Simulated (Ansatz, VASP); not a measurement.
# B (Boron): VASP beside Ansatz

Wanted: the spread between two codes on one cell, functional and k mesh. The structure shown comes from an earlier Ansatz run, which isn't shown and may have moved the atoms alone.

Calculated with Ansatz 0.2.0; plane waves, with VASP 6.6.1 beside it; elastic constants at LDA.

## 1. Starting point

The structure is trigonal, space group R-3m (No. 166). Conventional cell: a = 4.840 Å, b = 4.840 Å, c = 12.378 Å, α = 90.00°, β = 90.00°, γ = 120.00°. Nearest to B lie 6 B at 1.66 to 1.77 Å. Nearest to B lie 5 B at 1.76 to 1.77 Å.

## 2. Ansatz: elastic constants, LDA

Ansatz runs on its default PAW (the set named soft_2) files.

Elastic constants are differences of stresses under small strains, so they test the stress and the mesh.

File input.yaml:

```yaml
crystal:
  lattice:
    - [2.4199734479, 1.3971723216, 4.126096012]
    - [-2.4199734479, 1.3971723216, 4.126096012]
    - [0.0, -2.7943446431, 4.126096012]
  atoms:
    - { symbol: B, position: [0.0103387555, 0.6546974146, 0.0103387555] }
    - { symbol: B, position: [0.0103387555, 0.0103387555, 0.6546974146] }
    - { symbol: B, position: [0.6546974146, 0.0103387555, 0.0103387555] }
    - { symbol: B, position: [0.9896612445, 0.3453025854, 0.9896612445] }
    - { symbol: B, position: [0.3453025854, 0.9896612445, 0.9896612445] }
    - { symbol: B, position: [0.9896612445, 0.9896612445, 0.3453025854] }
    - { symbol: B, position: [0.221042304, 0.6308654027, 0.221042304] }
    - { symbol: B, position: [0.221042304, 0.221042304, 0.6308654027] }
    - { symbol: B, position: [0.6308654027, 0.221042304, 0.221042304] }
    - { symbol: B, position: [0.778957696, 0.3691345973, 0.778957696] }
    - { symbol: B, position: [0.3691345973, 0.778957696, 0.778957696] }
    - { symbol: B, position: [0.778957696, 0.778957696, 0.3691345973] }
kpoints:
  mp_grid: { grid: [6, 6, 6] }
hamiltonian:
  xc: lda
scf:
  occupations: { method: gaussian, width: 0.02 }
output:
  forces: true
  stress: true
  eigenvalues: true
basis:
  ecutwfc: 290.0
elastic:
  mode: relaxed_ion
  stencil: two_point
```

Launch:

```bash
> ansatz run input.yaml --threads 8 --pin off --max-ram 16384MiB --backend cpu --events-out ev --progress --plain --runs-dir out
```

Numbers of over 12 decimals in the logs are rounded to 6 here.

What it wrote:

```text
Warning: basis.ecutwfc = 290 eV is below the records' recommended 420 eV, and the density's cutoff is lower with it unless basis.ecutrho_ratio is high enough to keep the records' density cutoff: compare with a run at a higher cutoff
Engine: ansatz 0.2.0, aarch64-unknown-linux-gnu
Pseudopotentials: kind: paw
Pseudopotential: B, paw, valence charge 3, recommended cutoff 420 eV (normal), B.paw.azcp
Functional definition: SPW92
  exchange = slater_x
  correlation = pw_c
Crystal: 12 atoms, lattice volume = 83.705 Å³
Basis set: ecut = 290 eV, 947 PW (Γ)
Bands: 30, of which v1, the nominal top of the filled ones, is band 18 counted from 1 (17 counted from 0)
Symmetry: 12 space group operations
Space group: R-3m (ITA 166), of the structure as read, at distance tolerance 4.4e-5 Å
k-points: 32 of 216
Non-local potential: B, projectors of the file, l = 0: 2, l = 1: 2, l = 2: 1
PAW form: soft (Blöchl's): semilocal exchange-correlation on the pseudo side does not see the compensation charge
PAW frozen core: B, regenerated for the run's functional, and the local potential with it (the file was generated under x = pbe(κ = 0.804, μ = 0.219515), c = pbe(β = 0.066725))
PAW one-centre angular grid: B, 110 points (default); XC on 64 Gauss nodes
Initial density: superposition of atomic densities (neutral atoms: chi_scale 0, normalization atom), corrected by the library's trained network
Initial wavefunctions: pseudopotential atomic-orbital guess
Functional: x = slater, c = lda
SCF iter   1: F=—  HF=-1796.390932 eV  |F-HF|=—  |Δ(HF+E_count)|=         —  Δρ=9.00e-3  dr2=4.20e-2  ethr=1.77e-3  ⟨swp⟩=6.3  Hψ=4821  notcnv=0  defer=35
preconditioner: auto → none  [insulator: Δε(μ)=1.524 eV  Ē_g=12.625 eV  σ=0.020 eV  W_gap=1.00  n_scr=14 (ndim 8)  ℏωp=24.4 eV  f_vac=0.000  D(μ)=0.00/eV (n_scr^D=0)  ε∞_Penn≈4.7]
SCF iter   2: F=—  HF=-1796.379055 eV  |F-HF|=—  |Δ(HF+E_count)|=   1.19e-2  Δρ=4.19e-3  dr2=5.86e-3  ethr=1.17e-4  ⟨swp⟩=2.7  Hψ=1817  notcnv=0  defer=200
SCF iter   3: F=—  HF=-1796.378824 eV  |F-HF|=—  |Δ(HF+E_count)|=   2.30e-4  Δρ=1.07e-3  dr2=1.32e-3  ethr=1.63e-5  ⟨swp⟩=2.0  Hψ=1497  notcnv=0  defer=200
SCF iter   4: F=—  HF=-1796.378498 eV  |F-HF|=—  |Δ(HF+E_count)|=   3.27e-4  Δρ=4.51e-4  dr2=7.08e-5  ethr=3.68e-6  ⟨swp⟩=2.0  Hψ=1197  notcnv=0  defer=200
SCF iter   5: F=—  HF=-1796.378500 eV  |F-HF|=—  |Δ(HF+E_count)|=   1.75e-6  Δρ=9.07e-5  dr2=1.93e-6  ethr=1.97e-7  ⟨swp⟩=2.4  Hψ=1248  notcnv=0  defer=200
SCF iter   6: F=—  HF=-1796.378495 eV  |F-HF|=—  |Δ(HF+E_count)|=   4.08e-6  Δρ=9.84e-6  dr2=4.88e-8  ethr=5.37e-9  ⟨swp⟩=2.5  Hψ=1349  notcnv=0  defer=200
SCF iter   7: F=—  HF=-1796.378495 eV  |F-HF|=—  |Δ(HF+E_count)|=   3.16e-9  Δρ=2.11e-6  dr2=3.88e-9  ethr=1.36e-10  ⟨swp⟩=2.0  Hψ=1277  notcnv=0  defer=200
SCF iter   8: F=—  HF=-1796.378495 eV  |F-HF|=—  |Δ(HF+E_count)|=   1.04e-9  Δρ=4.93e-7  dr2=8.71e-11  ethr=1.08e-11  ⟨swp⟩=2.0  Hψ=1265  notcnv=0  defer=200
SCF iter   9: F=—  HF=-1796.378495 eV  |F-HF|=—  |Δ(HF+E_count)|=    0.00e0  Δρ=8.01e-8  dr2=1.91e-12  ethr=2.42e-13 (applied; sched 1.00e-12)  ⟨swp⟩=2.7  Hψ=1351  notcnv=0  defer=200
SCF iter  10: F=-1796.378495 eV  HF=-1796.378495 eV  |F-HF|=2.27e-13  |Δ(HF+E_count)|=  2.27e-13  Δρ=6.12e-9  dr2=1.18e-14  ethr=1.00e-12  ⟨swp⟩=10.2  Hψ=4731  notcnv=0
SCF 1 converged in 10 iterations: F = -1796.378495 eV  dr2 = 1.18e-14
  greatest PAW one-centre occupation: 0.557 electrons in one spin orbital (limit 2), on the B atom at site 3 (counted from 0), in its partial waves of l = 0
relax step   1: F+E_penalty+E_count = -1796.37849547 eV  Δ(F+E_penalty+E_count) = +0.000e0 eV  max|allowed force component| = 4.700e-4 eV/Å  Δτ_max = 0.0000 Å  (10 SCF iters, accepted)
[...]
relax step   4: F+E_penalty+E_count = -1796.37884594 eV  Δ(F+E_penalty+E_count) = -3.231e-9 eV  max|allowed force component| = 8.126e-5 eV/Å  Δτ_max = 0.0000 Å  (6 SCF iters, accepted)
[...]
relax step   5: F+E_penalty+E_count = -1796.37884594 eV  Δ(F+E_penalty+E_count) = -4.111e-10 eV  max|allowed force component| = 3.412e-6 eV/Å  Δτ_max = 0.0000 Å  (5 SCF iters, accepted)
iter 1 solved again at ethr=1.00e-12 eV; its pass at ethr=3.10e-3 eV (dr2=3.21e-14 eV) is discarded
SCF iter   1: F=—  HF=-1796.378846 eV  |F-HF|=—  |Δ(HF+E_count)|=         —  Δρ=9.04e-9  dr2=2.74e-14  ethr=1.00e-12  ⟨swp⟩=2.2  Hψ=8747  notcnv=0
SCF iter   2: F=-1796.378846 eV  HF=-1796.378846 eV  |F-HF|=4.55e-13  |Δ(HF+E_count)|=  9.09e-13  Δρ=4.31e-9  dr2=4.79e-15  ethr=1.00e-12  ⟨swp⟩=4.1  Hψ=5883  notcnv=0
SCF 37 converged in 2 iterations: F = -1796.378846 eV  dr2 = 4.79e-15
SCF converged after 9 iterations
Free energy (F): -1796.378496 eV
Harris-Foulkes:  -1796.378496 eV  (|F-HF|=0.00e0)
Internal energy: -1796.378496 eV  (E = F + TS)
E sigma→0 (E₀):  -1796.378496 eV
Fermi energy:    10.009176 eV
--- Per-component energies (eV) ---
  E_band       = 99.162429
  E_kinetic    = 613.685516
  E_local      = -374.382196  (includes V_loc(G=0)·N_el)
  E_nonlocal   = 140.971437
  E_hartree    = 111.535834
  E_xc         = -391.607589
  E_vxc        = -466.832605  (∫ρ·V_xc dr)
  E_paw        = -870.895754  (= ΣΔE_a)
  E_vpaw       = -37.351205  (= ΣTr[D̂ρ^β])
  E_aug_tail   = -0.000184  (compensation charges beyond the density's cutoff)
  E_ewald      = -1026.235571
  E_core_change = 0.550011  (= ΣΔE_core)
  E_smearing   = -0.000000  (= −TS)
  E_closure    = -0.000000  (closes the sum)
  Σ components = -1796.378496   (vs F -1796.378496, Δ=0.00e0)
--- Forces (eV/Å), atoms counted from 1 ---
  atom   1  B     -0.00000909     0.00000525     0.00001848
  atom   2  B      0.00000000    -0.00001049     0.00001848
  atom   3  B      0.00000909     0.00000525     0.00001848
  atom   4  B      0.00000909    -0.00000525    -0.00001848
  atom   5  B     -0.00000909    -0.00000525    -0.00001848
  atom   6  B      0.00000000     0.00001049    -0.00001848
  atom   7  B      0.00000505    -0.00000291     0.00000797
  atom   8  B      0.00000000     0.00000583     0.00000797
  atom   9  B     -0.00000505    -0.00000291     0.00000797
  atom  10  B     -0.00000505     0.00000291    -0.00000797
  atom  11  B      0.00000505     0.00000291    -0.00000797
  atom  12  B      0.00000000    -0.00000583    -0.00000797
  max |Σ_I F_I| component: 4.91e-18 eV/Å
--- Stress (GPa, compression-positive) ---
       -0.007614      -0.000000       0.000000
        0.000000      -0.007614      -0.000000
        0.000000      -0.000000      -0.008367
  P = ⅓ Tr σ = -0.0079 GPa (-0.079 kbar)
--- Band table (eV; the first three rows and the last of 32) ---
  k-point 0: bands = [... 14 lower, 7.8952, 8.5530, 8.5530, 8.9267, 10.7287, 13.9835, 13.9835, 14.1232, ... 8 higher]
  k-point 1: bands = [... 14 lower, 7.6272, 7.9826, 8.1245, 8.6860, 11.0092, 12.8891, 13.3966, 14.7353, ... 8 higher]
  k-point 2: bands = [... 14 lower, 6.8355, 6.9053, 7.2515, 8.7764, 11.4242, 13.0365, 13.2675, 13.8305, ... 8 higher]
  k-point 31: bands = [... 14 lower, 6.2574, 7.3864, 7.3864, 9.2896, 11.9814, 12.1883, 12.1883, 14.4228, ... 8 higher]
--- Elastic constants: 3 strain directions × 2 members + reference (group order 12) ---
  dense FFT box of the reference and of every strained cell: 30×30×30
  strains applied: 11, 33, 23; error gains: componentwise 1.00 (the most a stress slope's error grows in a printed constant), spectral 1.41 (1 for all six strains in a standard setting)
  reference relaxed by the batch: 3 steps; max|allowed force component| 4.70e-4 eV/Å at the deck's positions, 1.84e-5 at the last accepted step, 1.85e-5 by the solve of record
  largest displacement 2.2e-5 Å; the constants are those of the deck's cell at these positions:
  atoms:
    - { symbol: B, position: [0.010340, 0.654697, 0.010340] }
    - { symbol: B, position: [0.010340, 0.010340, 0.654697] }
    - { symbol: B, position: [0.654697, 0.010340, 0.010340] }
    - { symbol: B, position: [0.989660, 0.345303, 0.989660] }
    - { symbol: B, position: [0.345303, 0.989660, 0.989660] }
    - { symbol: B, position: [0.989660, 0.989660, 0.345303] }
    - { symbol: B, position: [0.221040, 0.630865, 0.221040] }
    - { symbol: B, position: [0.221040, 0.221040, 0.630865] }
    - { symbol: B, position: [0.630865, 0.221040, 0.221040] }
    - { symbol: B, position: [0.778960, 0.369135, 0.778960] }
    - { symbol: B, position: [0.369135, 0.778960, 0.778960] }
    - { symbol: B, position: [0.778960, 0.778960, 0.369135] }
  C = ∂σ_k/∂η_j (tension-positive GPa; Voigt order 11 22 33 23 13 12):
       464.943    111.666     44.684     26.329      0.000      0.000
       111.666    464.943     44.684    -26.329      0.000      0.000
        45.187     45.187    623.312      0.000      0.000      0.000
        26.217    -26.217      0.000    210.953      0.000      0.000
         0.000     -0.000      0.000     -0.000    210.953     26.217
         0.000     -0.000      0.000     -0.000     26.329    176.638
  reference stress σ⁰ (GPa):      0.008      0.008      0.008      0.000     -0.000      0.000
  C* (energy form; C + prestress term) asymmetry max|C*_kj − C*_jk| = 5.039e-1 GPa — a small one proves nothing (zero by symmetry where the batch's group is 432, −43m or m−3m); a large one is finite-difference/SCF noise where every solve meets its electron count
  moduli (Voigt/Reuss/Hill, GPa): K = 217.36/216.23/216.80   G = 209.82/201.08/205.45   E = 468.39   ν = 0.140
  mechanically stable: yes (min eigenvalue of sym C = 162.42 GPa)
  strain η (Voigt 11):  stress-route row diagonal C_11 = 464.94 GPa, energy-path curvature d²(F+E_count+ΔE)/dδ²/Ω₀ = 467.89 GPa
         δ    σ_11 (GPa)             F (eV)   n_scf  n_hpsi   n_pw
    -2.000e-3      -0.9311       -1796.3769559       2   15538    952   relax 6 steps, max|allowed force component| 9.50e-6 eV/Å
     2.000e-3       0.9287       -1796.3768210       2   15548    955   relax 4 steps, max|allowed force component| 4.54e-5 eV/Å
  strain η (Voigt 33):  stress-route row diagonal C_33 = 623.31 GPa, energy-path curvature d²(F+E_count+ΔE)/dδ²/Ω₀ = 636.46 GPa
         δ    σ_33 (GPa)             F (eV)   n_scf  n_hpsi   n_pw
    -2.000e-3      -1.2422       -1796.3780703       2    7212    952   relax 4 steps, max|allowed force component| 3.04e-5 eV/Å
     2.000e-3       1.2511       -1796.3782416       2    7078    954   relax 3 steps, max|allowed force component| 2.82e-5 eV/Å
  strain η (Voigt 23):  stress-route row diagonal C_44 = 210.95 GPa, energy-path curvature d²(F+E_count+ΔE)/dδ²/Ω₀ = 214.54 GPa
         δ    σ_23 (GPa)             F (eV)   n_scf  n_hpsi   n_pw
    -2.000e-3      -0.4213       -1796.3785199       2   15576    952   relax 5 steps, max|allowed force component| 4.60e-5 eV/Å
     2.000e-3       0.4225       -1796.3788459       2   15594    952   relax 5 steps, max|allowed force component| 3.41e-6 eV/Å
```

(Part 1 of 2 ends here.)

[Lines on the potential files, build, host, timing and source positions are cut from VASP's logs without a mark.]

[Logs are printed without paths, hosts, clocks, repeated set-up lines and the standing remarks that a program may print on its own settings, such as how far it seeks lower states.]

[Hosts, paths, dates, database ids (printed as entryN), source tags and the programs' standing remarks are cut or masked in the printed files.]
